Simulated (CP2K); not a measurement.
## SiC (Moissanite 3C) under changes of volume

One of the cells (10.346 Å³/atom); the others are scaled copies at fixed shape and fractional positions:

```xyz
2
Lattice="3.0816 0.0000 0.0000 1.5408 2.6687 0.0000 1.5408 0.8896 2.5161" Properties=species:S:1:pos:R:3 pbc="T T T"
Si    0.0000    0.0000    0.0000
C     4.6224    2.6687    1.8871
```

- Program: CP2K 2026.2
- Functional: PBEsol
- Potentials or basis: POTENTIAL_UZH Si GTH-PBE-q4, C GTH-PBE-q4; TZVP-MOLOPT-PBE-GTH basis
- Density cutoff: 6123 eV
- k mesh: 10 × 10 × 10
- Occupations: fermi-dirac, width 0.05 eV
- Spin: no spin polarisation

```csv
volume (Å³/atom),energy over the lowest point (meV/atom),pressure (GPa),gap on the mesh (eV)
9.725,35.24,17.2,1.35
9.932,16.74,11.5,1.37
10.139,5.20,6.4,1.39
10.346,0.00,1.7,1.41
10.553,0.55,-2.5,1.43
10.760,6.32,-6.4,1.45
10.967,?,?,?
```

**Question.** What does the run at 10.967 Å³/atom give?

**Answer.** Energy over the lowest point 16.84 meV/atom; pressure -9.9 GPa; gap on the mesh 1.47 eV.

Worked out: A Birch-Murnaghan fit of order 3 (a polynomial in V^(-2/3)) to the other rows has its minimum at 10.43 Å³/atom with B0 = V·E''(V) = 216 GPa and B' = 3.8. It gives 16.85 meV/atom at 10.967 Å³/atom, against the run's 16.84, and -dE/dV = -9.9 GPa, against -9.9. A straight line through the other rows of the gap, of slope 0.989 eV per unit of ln V, extrapolates to 1.47 eV, against the run's 1.47.

Energies are extrapolated to zero smearing.

Caveats: the potentials were made for another functional, which shifts forces and pressure; the basis of atomic orbitals isn't converged, which shifts pressures, moduli and gaps.

A mesh can miss the band edges.
